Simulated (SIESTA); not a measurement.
Runs of SIESTA 5.4.2 on ZnO (zincite). Symmetry: P6_3mc, No. 186, hexagonal system. Conventional cell: a = 3.249 Å, b = 3.249 Å, c = 5.206 Å, α = 90.00°, β = 90.00°, γ = 120.00°. Zn (site symmetry 3m) is surrounded by 4 O at 1.97 to 1.98 Å. O (site symmetry 3m) is surrounded by 4 Zn at 1.97 to 1.98 Å. 

| task | level | potentials or basis | cell | k mesh | broadening (eV) | window to (eV) | optical mesh offset | optimiser | force tolerance | grid cutoff | energy shift | gap on the mesh (eV) | pressure (GPa) | relaxed volume (Å³/atom) | largest force (eV/Å) |
| --- | --- | --- | --- | --- | --- | --- | --- | --- | --- | --- | --- | --- | --- | --- | --- |
| band structure | LDA | PseudoDojo 0.4 standard (LDA files), DZP (energy shift 0.002 Ry) | as given | 9 × 9 × 5 | - | - | - | - | - | 800 Ry | 0.002 Ry | 1.14 | (b) | - | 0.11 |
| optical spectrum | PBE | PseudoDojo 0.4 standard (PBE files), DZP (energy shift 0.002 Ry) | as given | 7 × 7 × 4 | 0.1 eV | 30 eV | true | - | - | 800 Ry | 0.002 Ry | 1.16 | (d) | - | 0.13 |
| band structure | AM05 | PseudoDojo 0.4 standard (PBEsol files), DZP (energy shift 0.003 Ry; two zetas on semicore shells) | as given | 9 × 9 × 5 | - | - | - | - | - | 800 Ry | 0.003 Ry | 0.99 | 0.0 | - | (c) |
| relaxation of cell and atoms | xPBE | PseudoDojo 0.4 standard (PBE files), DZP (energy shift 0.002 Ry) | relaxed | 9 × 9 × 5 | - | - | - | CG | 0.01 eV/Å | 800 Ry | 0.002 Ry | 1.14 | 0.0 | 12.64 | 0.01 |
| relaxation of cell and atoms | PBE | PseudoDojo 0.4 standard (PBE files), DZP (energy shift 0.002 Ry) | relaxed | 7 × 7 × 4 | - | - | - | Broyden | 0.01 eV/Å | 1200 Ry | 0.002 Ry | 1.10 | 0.0 | 12.43 | - |
| band structure | AM05 | PseudoDojo 0.4 standard (PBEsol files), DZP (energy shift 0.002 Ry) | as given | 9 × 9 × 5 | - | - | - | - | - | 800 Ry | 0.002 Ry | (a) | 0.8 | - | 0.12 |
| relaxation of cell and atoms | PBE | PseudoDojo 0.4 standard (PBE files), DZP (energy shift 0.002 Ry) | relaxed | 7 × 7 × 4 | - | - | - | Broyden | 0.01 eV/Å | 800 Ry | 0.002 Ry | 1.10 | 0.0 | 12.43 | - |

Alike in all rows: no spin polarisation; smearing fermi-dirac 0.05 eV.

Q: Fill in the values left out.

A: (a) 1.13; (b) -5.2; (c) 0.08; (d) 6.4.

Caveats: the valence orbitals were made in a potential fitted to the semicore shell under them, which widens gaps by tenths of an eV or more; the basis of atomic orbitals isn't converged, which shifts pressures, moduli and gaps; semicore shells carry a single zeta, which can move pressures by several GPa and volumes by a few percent (some runs); an odd mesh through Γ misses points on the zone boundary, where band edges often lie (some runs); the potentials were made for another functional, which shifts forces and pressure (some runs); the basis holds too few empty states to meet the f-sum rule, so the spectrum is short of weight at high energy (some runs); short orbitals over semicore shells can move pressures by several GPa (some runs).

Not every run made on this cell is shown here.
